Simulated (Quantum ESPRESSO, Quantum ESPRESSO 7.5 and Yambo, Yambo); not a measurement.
# Ta2O5 (Pmmm): Bethe-Salpeter spectra with Yambo

Wanted: excitons and ε₂ of Ta2O5 (Pmmm), with cost.

Program: Quantum ESPRESSO 7.5 and Yambo 5.3.0. Level of theory: PBE and many-body steps on it, plane waves. Results are calculated unless marked as measured.

Report form: the programs' logs are mostly left out.

### 1. Starting point

Symmetry: Pmmm, No. 47, orthorhombic system. Conventional cell: a = 3.677 Å, b = 3.897 Å, c = 6.217 Å, α = 90.00°, β = 90.00°, γ = 90.00°. Nearest to Ta lie 6 O at 1.95 to 2.16 Å. Nearest to Ta lie 6 O at 1.84 to 1.98 Å. Nearest to O lie 3 Ta at 1.98 to 2.16 Å. O has 2 Ta at 1.95 Å nearest. Nearest to O lie 2 Ta at 1.84 Å. O has 2 Ta at 1.95 Å nearest. Farther neighbours and most contacts between anions are not listed.

Coordinates:

```cif
data_structure
_symmetry_space_group_name_H-M 'Pmmm'
_symmetry_Int_Tables_number 47
_cell_length_a 3.6770
_cell_length_b 3.8970
_cell_length_c 6.2170
_cell_angle_alpha 90.000
_cell_angle_beta 90.000
_cell_angle_gamma 90.000
_cell_volume 89.09
loop_
_atom_site_label
_atom_site_type_symbol
_atom_site_symmetry_multiplicity
_atom_site_Wyckoff_symbol
_atom_site_fract_x
_atom_site_fract_y
_atom_site_fract_z
_atom_site_occupancy
Ta1 Ta 1 d 0.50000 0.00000 0.50000 1
Ta2 Ta 1 a 0.00000 0.00000 0.00000 1
O1 O 2 q 0.00000 0.00000 0.31900 1
O2 O 1 h 0.50000 0.50000 0.50000 1
O3 O 1 b 0.50000 0.00000 0.00000 1
O4 O 1 e 0.00000 0.50000 0.00000 1
```

The cell and positions come from the Crystallography Open Database and are kept as given unless a step says otherwise. Spin-orbit coupling is left out unless a step names it.

### 2. Empty states on the mesh, 4×4×2 mesh, 89 bands

This step: Quantum ESPRESSO 7.5; DFT, PBE, plane waves, norm-conserving pseudopotentials.

The sums over transitions need many empty states on a uniform mesh; this step solves for them.

Input file pw.in:

```
&control
  calculation = 'nscf'
  prefix = 'x'
  outdir = 'o'
  pseudo_dir = 'pseudo'
/
&system
  ibrav = 0
  nat = 7
  ntyp = 2
  ecutwfc = 72.0
  nbnd = 89
  force_symmorphic = .true.
/
&electrons
  conv_thr = 1e-9
  electron_maxstep = 80
  diago_full_acc = .true.
  diago_thr_init = 5e-6
/
ATOMIC_SPECIES
  Ta 180.95 Ta.upf
  O 15.999 O.upf
CELL_PARAMETERS angstrom
  3.6770000000 0.0000000000 0.0000000000
  0.0000000000 3.8970000000 0.0000000000
  0.0000000000 0.0000000000 6.2170000000
ATOMIC_POSITIONS crystal
  Ta 0.5000000000 0.0000000000 0.5000000000
  Ta 0.0000000000 0.0000000000 0.0000000000
  O 0.0000000000 0.0000000000 0.3190000000
  O 0.0000000000 0.0000000000 0.6810000000
  O 0.5000000000 0.5000000000 0.5000000000
  O 0.5000000000 0.0000000000 0.0000000000
  O 0.0000000000 0.5000000000 0.0000000000
K_POINTS automatic
  4 4 2 0 0 0
```

The run is started by

```
> OMP_NUM_THREADS=1 mpirun -n 4 pw.x -nk 4 -in pw.in > pw.out
```

Run time: 22 s. Hardware: 4 MPI ranks of Arm Neoverse V1, shared host; peak memory 0.44 GiB.

This step gave:

| Item | Value |
| --- | --- |
| gap | 0.2222 eV |
| k of the valence top | -0.5, -0.5, -0.5 |
| k of the conduction bottom | -0.5, 0, 0 |
| least direct gap | 0.4001 eV |
| k points computed | 18 |
| lowest point of the top converged band, above the valence top | 36.83 eV |

On this mesh the gap is 0.222 eV.

The density comes from a self-consistent run that is not shown.

### 3. Conversion and set-up

This step: Yambo 5.3.0; conversion and set-up on PBE, plane waves, norm-conserving pseudopotentials.

The states are converted to the many-body program's format and the q mesh is built.

The run is started by

```
> (cd o/x.save; p2y > p2y.log; mv SAVE ../..); yambo > setup.log
```

The job ended after 3 s (1 MPI rank; peak memory 0.25 GiB).

### 4. Screening and self-energy, 4×4×2 mesh, 89 bands, screening to 81.6 eV

G0W0 replaces the xc potential by the self-energy, built once from these orbitals. Only a window of levels is corrected, while the sums run over the empty bands that the input names.

This step: G0W0 on PBE, plane waves, norm-conserving pseudopotentials.

Input file gw1.in:

```
HF_and_locXC
gw0
dyson
ppa
em1d
rim_cut
RandQpts= 1000000
RandGvec= 1 RL
EXXRLvcs= 72 Ry
VXCRLvcs= 288 Ry
Chimod= "HARTREE"
% BndsRnXp
 1 | 89 |
%
NGsBlkXp= 6 Ry
% LongDrXp
 1 | 1 | 1 |
%
% GbndRnge
 1 | 89 |
%
DysSolver= "n"
ExtendOut
PPAPntXp= 27.21138 eV
% QPkrange
 1 | 18 | 22 | 33 |
%
```

The run is started by

```
> OMP_NUM_THREADS=1 mpirun -n 4 yambo -F gw1.in -J gw1 -C gw1 > gw1.log
```

Elapsed: 6.6 min, on 4 MPI ranks; peak memory 3.5 GiB.

Numbers from this step:

| Item | Value |
| --- | --- |
| G0W0 gap on the mesh | 1.267 eV |
| starting gap on the mesh | 0.2222 eV |
| k of the valence top | -0.5, -0.5, -0.5 |
| k of the conduction bottom | 0, 0, 0 |
| least direct G0W0 gap on the computed points | 1.518 eV |

The gap on the mesh goes from 0.22 eV to 1.27 eV, a correction of +1.04 eV.

The gap opens by 1.045 eV; the next steps shift the empty bands rigidly by 1.118 eV, the correction at the start's least direct gap.

### 5. Excitons

Optical absorption needs the electron-hole interaction, solved here in a basis of vertical transitions on the mesh.

This step: Bethe-Salpeter equation on PBE with a scissors shift, plane waves, norm-conserving pseudopotentials.

Input file bse3.in:

```
optics
bss
bse
em1s
dipoles
rim_cut
RandQpts= 1000000
RandGvec= 1 RL
Chimod= "HARTREE"
BSKmod= "SEX"
BSEmod= "resonant"
BSSmod= "d"
BSENGexx= 30 Ry
BSENGBlk= 6 Ry
% BSEQptR
 1 | 1 |
%
% BSEBands
 17 | 34 |
%
% BEnRange
 0 | 7 | eV
%
% BDmRange
 0.1 | 0.1 | eV
%
BEnSteps= 141
% BLongDir
 1 | 0 | 0 |
%
% BndsRnXs
 1 | 56 |
%
NGsBlkXs= 6 Ry
% LongDrXs
 1 | 1 | 1 |
%
% KfnQP_E
 1.118 | 1.0 | 1.0 |
%
WRbsWF
```

The run is started by

```
> OMP_NUM_THREADS=1 mpirun -n 4 yambo -F bse3.in -J bse3 -C bse3 > bse3.log
```

The job ended after 2 min (4 MPI ranks; peak memory 1.6 GiB).

Numbers from this step:

| Property | Result |
| --- | --- |
| transitions in the window | 2304 |
| direct gap of the transition levels | 1.518 eV |
| lowest state | 1.197 eV |
| first strong exciton (over a fiftieth of the strongest listed) | 1.824 eV |
| binding of the lowest state below the direct gap | 0.3214 eV |
| Coulomb term of one mesh cell | 0.3828 eV |

The binding is 0.84 times the screened Coulomb term of one mesh cell (0.38 eV), so it is not shown settled.

The lowest state lies at 1.197 eV, 0.321 eV under the direct gap.

Lines within 3 meV are set at the lowest of them, and the highest group, which the list may cut short, is left out. Exciton lines, with heights relative to the strongest:

| position (eV) | lines merged | strength, relative |
| --- | --- | --- |
| 1.197 | 1 | 0.0 |
| 1.720 | 1 | 0.0 |
| 1.787 | 1 | 0.0 |
| 1.824 | 1 | 52 |
| 1.832 | 1 | 0.0 |
| 1.932 | 1 | 0.0 |
| 2.037 | 1 | 0.0 |
| 2.064 | 2 | 0.0 |
| 2.102 | 1 | 0.0 |
| 2.128 | 1 | 0.0 |
| 2.149 | 2 | 0.0 |
| 2.171 | 1 | 0.0 |
| 2.190 | 1 | 100 |
| 2.240 | 1 | 0.0 |
| 2.244 | 1 | 0.0 |
| 2.261 | 1 | 0.0 |
| 2.266 | 1 | 0.0 |
| 2.269 | 2 | 0.8 |
| 2.290 | 1 | 45 |
| 2.297 | 1 | 0.0 |

The ε₂ has structure finer than the step of the table below, so its rows give means over 0.2 eV, whole bins alone (the curve runs from 0 to 7 eV). Peaks (eV: height): BSE 3.45: 5.97, 3.85: 7.46, 4.30: 10.9, 5.40: 7.67, 6.10: 16.1; no electron-hole interaction 4.85: 7.68, 5.85: 5.19, 6.80: 14.2.

Field along x; broadening 0.1 eV; transition window only. Limits: finite bands, cutoff and mesh; no spin-orbit coupling; coarse k mesh; exciton not shown settled in the k mesh. Table of ε₂ by photon energy; means over each step:

| photon energy (eV) | BSE | no electron-hole interaction |
| --- | --- | --- |
| 0.2 | 0.0454 | 0.0326 |
| 0.4 | 0.0508 | 0.0357 |
| 0.6 | 0.0575 | 0.0394 |
| 0.8 | 0.0662 | 0.0440 |
| 1.0 | 0.0781 | 0.0497 |
| 1.2 | 0.0962 | 0.0572 |
| 1.4 | 0.130 | 0.0677 |
| 1.6 | 0.232 | 0.0847 |
| 1.8 | 0.594 | 0.121 |
| 2.0 | 0.602 | 0.267 |
| 2.2 | 1.26 | 0.467 |
| 2.4 | 0.742 | 0.691 |
| 2.6 | 0.600 | 0.989 |
| 2.8 | 1.09 | 0.450 |
| 3.0 | 1.12 | 0.536 |
| 3.2 | 1.80 | 0.726 |
| 3.4 | 4.44 | 0.880 |
| 3.6 | 4.34 | 1.25 |
| 3.8 | 6.57 | 2.56 |
| 4.0 | 4.81 | 2.83 |
| 4.2 | 6.59 | 4.11 |
| 4.4 | 7.97 | 4.49 |
| 4.6 | 4.59 | 4.45 |
| 4.8 | 3.44 | 7.03 |
| 5.0 | 3.01 | 5.52 |
| 5.2 | 4.02 | 2.94 |
| 5.4 | 6.58 | 3.59 |
| 5.6 | 4.96 | 3.45 |
| 5.8 | 5.98 | 4.83 |
| 6.0 | 11.7 | 4.25 |
| 6.2 | 13.7 | 3.71 |
| 6.4 | 9.15 | 6.28 |
| 6.6 | 6.39 | 7.64 |
| 6.8 | 4.91 | 13.0 |

### 6. Levels from G0W0

This step: Bethe-Salpeter equation on PBE with G0W0 levels, plane waves, norm-conserving pseudopotentials.

Input file bse4.in:

```
optics
bss
bse
em1s
dipoles
rim_cut
RandQpts= 1000000
RandGvec= 1 RL
Chimod= "HARTREE"
BSKmod= "SEX"
BSEmod= "resonant"
BSSmod= "d"
BSENGexx= 30 Ry
BSENGBlk= 6 Ry
% BSEQptR
 1 | 1 |
%
% BSEBands
 22 | 33 |
%
% BEnRange
 0 | 5 | eV
%
% BDmRange
 0.1 | 0.1 | eV
%
BEnSteps= 101
% BLongDir
 1 | 0 | 0 |
%
% BndsRnXs
 1 | 56 |
%
NGsBlkXs= 6 Ry
% LongDrXs
 1 | 1 | 1 |
%
KfnQPdb= "E < ./gw1/ndb.QP"
WRbsWF
```

The run is started by

```
> OMP_NUM_THREADS=1 mpirun -n 4 yambo -F bse4.in -J bse4,bse3_W -C bse4 > bse4.log
```

Wall time 17 s (4 MPI ranks); peak memory 1.3 GiB.

Numbers from this step:

- transitions in the window: 1120
- direct gap of the transition levels: 1.518 eV
- lowest state: 1.199 eV
- first strong exciton (over a fiftieth of the strongest listed): 1.719 eV
- binding of the lowest state below the direct gap: 0.3196 eV
- Coulomb term of one mesh cell: 0.3828 eV

The binding is 0.83 times the screened Coulomb term of one mesh cell (0.38 eV), so it is not shown settled.

The lowest state lies at 1.199 eV, 0.320 eV under the direct gap.

The ε₂ has structure finer than the step of the table below, so its rows give means over 0.2 eV, whole bins alone (the curve runs from 0 to 5 eV). Peaks (eV: height): BSE 3.70: 4.92, 4.10: 6.37, 4.65: 8.40; no electron-hole interaction 2.60: 1.09, 4.10: 2.67, 4.45: 4.52, 4.70: 4.42.

Field along x; broadening 0.1 eV; transition window only. Limits: finite bands, cutoff and mesh; no spin-orbit coupling; coarse k mesh; exciton not shown settled in the k mesh. ε₂ against photon energy; means over each step:

| photon energy (eV) | BSE | no electron-hole interaction |
| --- | --- | --- |
| 0.2 | 0.0323 | 0.0238 |
| 0.4 | 0.0363 | 0.0262 |
| 0.6 | 0.0415 | 0.0291 |
| 0.8 | 0.0484 | 0.0327 |
| 1.0 | 0.0587 | 0.0374 |
| 1.2 | 0.0763 | 0.0439 |
| 1.4 | 0.119 | 0.0538 |
| 1.6 | 0.330 | 0.0726 |
| 1.8 | 0.441 | 0.131 |
| 2.0 | 0.322 | 0.368 |
| 2.2 | 0.915 | 0.262 |
| 2.4 | 1.01 | 0.380 |
| 2.6 | 0.758 | 0.965 |
| 2.8 | 0.670 | 0.649 |
| 3.0 | 0.890 | 0.608 |
| 3.2 | 0.846 | 0.533 |
| 3.4 | 1.19 | 0.904 |
| 3.6 | 3.16 | 0.704 |
| 3.8 | 3.68 | 1.13 |
| 4.0 | 4.73 | 1.87 |
| 4.2 | 5.24 | 2.36 |
| 4.4 | 3.30 | 3.68 |
| 4.6 | 7.08 | 3.93 |
| 4.8 | 4.16 | 3.57 |

### 7. Triplet (no exchange term)

This step: Bethe-Salpeter equation on PBE with a scissors shift, plane waves, norm-conserving pseudopotentials.

bse5.in, as its differences from bse4.in of step 6:

```diff
@@ -12,3 +12,3 @@
 BSSmod= "d"
-BSENGexx= 30 Ry
+BSENGexx= 1 RL
 BSENGBlk= 6 Ry
@@ -37,3 +37,5 @@
 %
-KfnQPdb= "E < ./gw1/ndb.QP"
+% KfnQP_E
+ 1.118 | 1.0 | 1.0 |
+%
 WRbsWF
```

The run is started by

```
> OMP_NUM_THREADS=1 mpirun -n 4 yambo -F bse5.in -J bse5,bse3_W -C bse5 > bse5.log
```

Wall time 16 s (4 MPI ranks); peak memory 1.3 GiB.

The lowest triplet lies at 1.196 eV; without spin-orbit coupling triplets are dark, so no spectrum is read.

### 8. Field along z

Input file bse6.in:

```
optics
bss
bse
em1s
dipoles
rim_cut
RandQpts= 1000000
RandGvec= 1 RL
Chimod= "HARTREE"
BSKmod= "SEX"
BSEmod= "resonant"
BSSmod= "h"
BSENGexx= 30 Ry
BSENGBlk= 6 Ry
% BSEQptR
 1 | 1 |
%
% BSEBands
 17 | 34 |
%
% BEnRange
 0 | 7 | eV
%
% BDmRange
 0.1 | 0.1 | eV
%
BEnSteps= 141
% BLongDir
 0 | 0 | 1 |
%
% BndsRnXs
 1 | 56 |
%
NGsBlkXs= 6 Ry
% LongDrXs
 1 | 1 | 1 |
%
% KfnQP_E
 1.118 | 1.0 | 1.0 |
%
BSHayTrs= -0.02
```

The run is started by

```
> OMP_NUM_THREADS=1 mpirun -n 4 yambo -F bse6.in -J bse6,bse3_W -C bse6 > bse6.log
```

It took 33 s on 4 MPI ranks; peak memory 1.4 GiB.

Numbers from this step:

- transitions in the window: 2304
- direct gap of the transition levels: 1.518 eV

The ε₂ has structure finer than the step of the table below, so its rows give means over 0.25 eV, whole bins alone (the curve runs from 0 to 7 eV). Peaks (eV: height): BSE 3.200: 10.9, 4.550: 11.3, 5.500: 3.91, 6.900: 3.90; no electron-hole interaction 3.750: 10.7, 5.150: 10.6.

Field along z; broadening 0.1 eV; transition window only. Limits: finite bands, cutoff and mesh; no spin-orbit coupling; coarse k mesh; exciton not shown settled in the k mesh. ε₂ against photon energy; means over each step:

| photon energy (eV) | BSE | no electron-hole interaction |
| --- | --- | --- |
| 0.25 | 0.0467 | 0.0336 |
| 0.50 | 0.0554 | 0.0384 |
| 0.75 | 0.0672 | 0.0446 |
| 1.00 | 0.0845 | 0.0528 |
| 1.25 | 0.112 | 0.0639 |
| 1.50 | 0.164 | 0.0802 |
| 1.75 | 0.312 | 0.106 |
| 2.00 | 1.08 | 0.159 |
| 2.25 | 1.80 | 0.344 |
| 2.50 | 2.24 | 0.911 |
| 2.75 | 1.80 | 1.94 |
| 3.00 | 4.15 | 1.46 |
| 3.25 | 8.18 | 1.42 |
| 3.50 | 2.95 | 3.13 |
| 3.75 | 1.95 | 9.01 |
| 4.00 | 3.47 | 3.85 |
| 4.25 | 3.77 | 1.65 |
| 4.50 | 9.22 | 2.91 |
| 4.75 | 5.45 | 4.19 |
| 5.00 | 2.71 | 7.15 |
| 5.25 | 2.04 | 7.51 |
| 5.50 | 3.09 | 2.78 |
| 5.75 | 1.72 | 2.06 |
| 6.00 | 1.84 | 1.91 |
| 6.25 | 2.29 | 1.97 |
| 6.50 | 1.90 | 1.64 |
| 6.75 | 2.36 | 1.57 |

### 9. Beyond Tamm-Dancoff

Input file bse7.in:

```
optics
bss
bse
em1s
dipoles
rim_cut
RandQpts= 1000000
RandGvec= 1 RL
Chimod= "HARTREE"
BSKmod= "SEX"
BSEmod= "coupling"
BSSmod= "d"
BSENGexx= 30 Ry
BSENGBlk= 6 Ry
% BSEQptR
 1 | 1 |
%
% BSEBands
 22 | 33 |
%
% BEnRange
 0 | 5 | eV
%
% BDmRange
 0.1 | 0.1 | eV
%
BEnSteps= 101
% BLongDir
 1 | 0 | 0 |
%
% BndsRnXs
 1 | 56 |
%
NGsBlkXs= 6 Ry
% LongDrXs
 1 | 1 | 1 |
%
% KfnQP_E
 1.118 | 1.0 | 1.0 |
%
WRbsWF
```

The run is started by

```
> OMP_NUM_THREADS=1 mpirun -n 4 yambo -F bse7.in -J bse7,bse3_W -C bse7 > bse7.log
```

Elapsed: 69 s, on 4 MPI ranks; peak memory 2.3 GiB; 4.6 min of CPU time.

This step gave:

```
transitions in the window                                      : 1120
direct gap of the transition levels                            : 1.518 eV
lowest state                                                   : 1.197 eV
first strong exciton (over a fiftieth of the strongest listed) : 1.824 eV
binding of the lowest state below the direct gap               : 0.3212 eV
Coulomb term of one mesh cell                                  : 0.3828 eV
```

The binding is 0.84 times the screened Coulomb term of one mesh cell (0.38 eV), so it is not shown settled.

The lowest state lies at 1.197 eV, 0.321 eV under the direct gap.

### 10. Finite momentum (q 2)

bse8.in, as its differences from bse7.in of step 9:

```diff
@@ -10,3 +10,3 @@
 BSKmod= "SEX"
-BSEmod= "coupling"
+BSEmod= "resonant"
 BSSmod= "d"
@@ -15,6 +15,6 @@
 % BSEQptR
- 1 | 1 |
+ 2 | 2 |
 %
 % BSEBands
- 22 | 33 |
+ 24 | 31 |
 %
```

The run is started by

```
> OMP_NUM_THREADS=1 mpirun -n 4 yambo -F bse8.in -J bse8,bse3_W -C bse8 > bse8.log
```

Run time: 5.2 s. Hardware: 4 MPI ranks; peak memory 1.2 GiB.

Numbers from this step:

| Quantity | Value |
| --- | --- |
| transitions in the window | 480 |
| lowest state | 1.196 eV |
| first strong exciton (over a fiftieth of the strongest listed) | 1.804 eV |

The lowest state lies at 1.196 eV.

Longitudinal response along q; broadening 0.1 eV; transition window only; momentum transfer q number 2. Limits: finite bands, cutoff and mesh; no spin-orbit coupling; coarse k mesh; exciton not shown settled in the k mesh. The ε₂ by photon energy; read off at these points:

| photon energy (eV) | BSE | no electron-hole interaction |
| --- | --- | --- |
| 0.00 | 0.00615 | 0.00515 |
| 0.15 | 0.00676 | 0.00559 |
| 0.35 | 0.00777 | 0.00630 |
| 0.50 | 0.00872 | 0.00694 |
| 0.70 | 0.0104 | 0.00800 |
| 0.85 | 0.0121 | 0.00900 |
| 1.05 | 0.0155 | 0.0108 |
| 1.20 | 0.0196 | 0.0127 |
| 1.40 | 0.0309 | 0.0165 |
| 1.55 | 0.0548 | 0.0216 |
| 1.70 | 0.153 | 0.0317 |
| 1.80 | 0.299 | 0.0463 |
| 1.90 | 0.178 | 0.0815 |
| 2.05 | 0.0999 | 0.259 |
| 2.25 | 0.243 | 0.101 |
| 2.40 | 0.246 | 0.0980 |
| 2.60 | 0.378 | 0.304 |
| 2.75 | 0.279 | 0.205 |
| 2.95 | 0.303 | 0.377 |
| 3.10 | 0.338 | 0.296 |
| 3.30 | 0.246 | 0.283 |
| 3.45 | 0.256 | 0.418 |
| 3.60 | 0.427 | 0.305 |
| 3.80 | 0.964 | 0.290 |
| 3.90 | 1.45 | 0.346 |
| 3.95 | 1.39 | 0.347 |
| 4.15 | 1.05 | 0.628 |
| 4.25 | 1.47 | 1.07 |
| 4.30 | 1.41 | 1.29 |
| 4.50 | 0.954 | 1.48 |
| 4.65 | 1.10 | 1.72 |
| 4.75 | 1.23 | 1.39 |
| 4.85 | 0.824 | 1.16 |
| 5.00 | 0.571 | 1.10 |

### 11. Finite momentum (q 3)

bse9.in, as its differences from bse8.in of step 10:

```diff
@@ -15,3 +15,3 @@
 % BSEQptR
- 2 | 2 |
+ 3 | 3 |
 %
```

The run is started by

```
> OMP_NUM_THREADS=1 mpirun -n 4 yambo -F bse9.in -J bse9,bse3_W -C bse9 > bse9.log
```

The job ended after 5.6 s (4 MPI ranks; peak memory 1.2 GiB; 22 s of CPU time).

Numbers from this step:

```
transitions in the window                                      : 480
lowest state                                                   : 1.196 eV
first strong exciton (over a fiftieth of the strongest listed) : 1.196 eV
```

The lowest state lies at 1.196 eV.

Longitudinal response along q; broadening 0.1 eV; transition window only; momentum transfer q number 3. Limits: finite bands, cutoff and mesh; no spin-orbit coupling; coarse k mesh; exciton not shown settled in the k mesh. ε₂ against photon energy; read off at these points:

| photon energy (eV) | BSE | no electron-hole interaction |
| --- | --- | --- |
| 0.00 | 0.0133 | 0.0107 |
| 0.15 | 0.0148 | 0.0117 |
| 0.25 | 0.0161 | 0.0124 |
| 0.40 | 0.0185 | 0.0137 |
| 0.55 | 0.0221 | 0.0152 |
| 0.70 | 0.0282 | 0.0174 |
| 0.80 | 0.0356 | 0.0193 |
| 0.95 | 0.0618 | 0.0235 |
| 1.10 | 0.176 | 0.0313 |
| 1.20 | 0.317 | 0.0421 |
| 1.35 | 0.119 | 0.0912 |
| 1.50 | 0.0739 | 0.253 |
| 1.60 | 0.0830 | 0.146 |
| 1.75 | 0.188 | 0.0734 |
| 1.90 | 0.180 | 0.0853 |
| 2.05 | 0.141 | 0.209 |
| 2.15 | 0.159 | 0.273 |
| 2.30 | 0.110 | 0.129 |
| 2.45 | 0.101 | 0.164 |
| 2.55 | 0.103 | 0.157 |
| 2.70 | 0.150 | 0.136 |
| 2.85 | 0.155 | 0.111 |
| 2.95 | 0.179 | 0.135 |
| 3.10 | 0.298 | 0.155 |
| 3.25 | 0.581 | 0.156 |
| 3.40 | 0.486 | 0.197 |
| 3.50 | 0.493 | 0.302 |
| 3.65 | 0.794 | 0.473 |
| 3.80 | 1.93 | 0.528 |
| 3.85 | 2.17 | 0.596 |
| 3.90 | 1.87 | 0.697 |
| 4.05 | 1.16 | 1.45 |
| 4.20 | 1.19 | 2.06 |
| 4.30 | 1.45 | 1.38 |
| 4.45 | 3.52 | 1.48 |
| 4.60 | 8.24 | 1.24 |
| 4.75 | 5.37 | 1.93 |
| 4.85 | 3.89 | 3.89 |
| 5.00 | 2.75 | 7.17 |

### 12. RPA with local fields (no direct term)

Input file bse10.in:

```
optics
bss
bse
em1s
dipoles
rim_cut
RandQpts= 1000000
RandGvec= 1 RL
Chimod= "HARTREE"
BSKmod= "HARTREE"
BSEmod= "resonant"
BSSmod= "h"
BSENGexx= 30 Ry
BSENGBlk= 6 Ry
% BSEQptR
 1 | 1 |
%
% BSEBands
 17 | 34 |
%
% BEnRange
 0 | 7 | eV
%
% BDmRange
 0.1 | 0.1 | eV
%
BEnSteps= 141
% BLongDir
 1 | 0 | 0 |
%
% BndsRnXs
 1 | 56 |
%
NGsBlkXs= 6 Ry
% LongDrXs
 1 | 1 | 1 |
%
% KfnQP_E
 1.118 | 1.0 | 1.0 |
%
BSHayTrs= -0.02
```

The run is started by

```
> OMP_NUM_THREADS=1 mpirun -n 4 yambo -F bse10.in -J bse10,bse3_W -C bse10 > bse10.log
```

Run time: 8.4 s. Hardware: 4 MPI ranks; peak memory 1.2 GiB.

Numbers from this step:

- transitions in the window: 2304
- direct gap of the transition levels: 1.518 eV

The ε₂ has structure finer than the step of the table below, so its rows give means over 0.25 eV, whole bins alone (the curve runs from 0 to 7 eV). Peaks (eV: height): BSE 4.850: 7.10, 5.800: 4.76, 6.850: 13.2; no electron-hole interaction 4.850: 7.68, 5.850: 5.19, 6.800: 14.2.

Field along x; broadening 0.1 eV; transition window only. Limits: finite bands, cutoff and mesh; no spin-orbit coupling; coarse k mesh. The ε₂ by photon energy; means over each step:

| photon energy (eV) | BSE | no electron-hole interaction |
| --- | --- | --- |
| 0.25 | 0.0320 | 0.0333 |
| 0.50 | 0.0360 | 0.0375 |
| 0.75 | 0.0410 | 0.0428 |
| 1.00 | 0.0476 | 0.0497 |
| 1.25 | 0.0571 | 0.0595 |
| 1.50 | 0.0724 | 0.0753 |
| 1.75 | 0.106 | 0.110 |
| 2.00 | 0.276 | 0.278 |
| 2.25 | 0.461 | 0.464 |
| 2.50 | 0.946 | 0.967 |
| 2.75 | 0.543 | 0.556 |
| 3.00 | 0.534 | 0.549 |
| 3.25 | 0.689 | 0.706 |
| 3.50 | 1.07 | 1.10 |
| 3.75 | 1.94 | 2.11 |
| 4.00 | 2.66 | 2.95 |
| 4.25 | 3.74 | 4.27 |
| 4.50 | 3.85 | 4.29 |
| 4.75 | 5.57 | 6.42 |
| 5.00 | 5.49 | 5.48 |
| 5.25 | 2.93 | 3.08 |
| 5.50 | 3.26 | 3.47 |
| 5.75 | 4.09 | 4.46 |
| 6.00 | 3.98 | 4.28 |
| 6.25 | 3.71 | 4.22 |
| 6.50 | 5.99 | 6.82 |
| 6.75 | 9.72 | 11.8 |

### 13. Bands beyond the database

Input file bse11.in:

```
optics
bss
bse
em1s
dipoles
rim_cut
RandQpts= 1000000
RandGvec= 1 RL
Chimod= "HARTREE"
BSKmod= "SEX"
BSEmod= "resonant"
BSSmod= "d"
BSENGexx= 30 Ry
BSENGBlk= 6 Ry
% BSEQptR
 1 | 1 |
%
% BSEBands
 28 | 109 |
%
% BEnRange
 0 | 5 | eV
%
% BDmRange
 0.1 | 0.1 | eV
%
BEnSteps= 101
% BLongDir
 1 | 0 | 0 |
%
% BndsRnXs
 1 | 56 |
%
NGsBlkXs= 6 Ry
% LongDrXs
 1 | 1 | 1 |
%
% KfnQP_E
 1.118 | 1.0 | 1.0 |
%
WRbsWF
```

The run is started by

```
> OMP_NUM_THREADS=1 mpirun -n 4 yambo -F bse11.in -J bse11,bse3_W -C bse11 > bse11.log
```

Run time: 0.86 s. Hardware: 4 MPI ranks; peak memory 0.25 GiB.

The run stopped with an error after 0.86 s.

The fault put into this input: bands beyond the database.

(Part 1 of 2 ends here.)

[Paths, hosts, dates, memory and timing lines, banners, echoed tables and standing remarks are left out of the program output.]

[Logs are printed without paths, hosts, clocks, repeated set-up lines and the standing remarks that a program may print on its own settings, such as how far it seeks lower states.]

[Runs of the session that timed out or met a known fault of the program may be left out.]

[Hosts, paths, dates, database ids (printed as entryN), source tags and the programs' standing remarks are cut or masked in the printed files.]
